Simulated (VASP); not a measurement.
A run of VASP 6.6.1:

File INCAR:

```
SYSTEM = Mg
  ALGO = Normal
  DIPOL = 0.5 0.5 0.500
  EDIFF = 1E-6
  ENCUT = 520
  GGA = PS
  IDIPOL = 3
  ISIF = 2
  ISMEAR = 0
  LASPH = .TRUE.
  LCHARG = .FALSE.
  LDIPOL = .TRUE.
  LREAL = .FALSE.
  LWAVE = .FALSE.
  NBANDS = 12
  NELM = 100
  PREC = Accurate
  SIGMA = 0.1
```

The input KPOINTS:

```
k-points
0
G
  9 9 1
  0 0 0
```

File POSCAR:

```
Mg
1.0
    3.1881999938      0.0000000000      0.0000000000
   -1.5940999969      2.7610621870      0.0000000000
    0.0000000000      0.0000000000     24.6626988054
Mg
4
Direct
    0.6666666667      0.3333333333      0.3446500347
    0.3333333333      0.6666666667      0.4482166782
    0.6666666667      0.3333333333      0.5502758550
    0.3333333333      0.6666666667      0.6555651533
```

Potentials or basis: VASP PAW PBE potentials, release 64 (Mg).

Launch:

```console
$ cat potpaw_PBE.64/Mg/POTCAR > POTCAR
$ mpirun -np 1 vasp_std > vasp.out
```

Hardware: 1 thread of Intel(R) Xeon(R) Platinum 8488C (Sapphire Rapids), with other jobs on the host.

Task: Estimate the wall time of this run.

Result: It took 40 s on 1 thread of Intel(R) Xeon(R) Platinum 8488C (Sapphire Rapids), on a shared host, peak memory 0.3 GiB. Counts: scf iterations 19, k points 12.
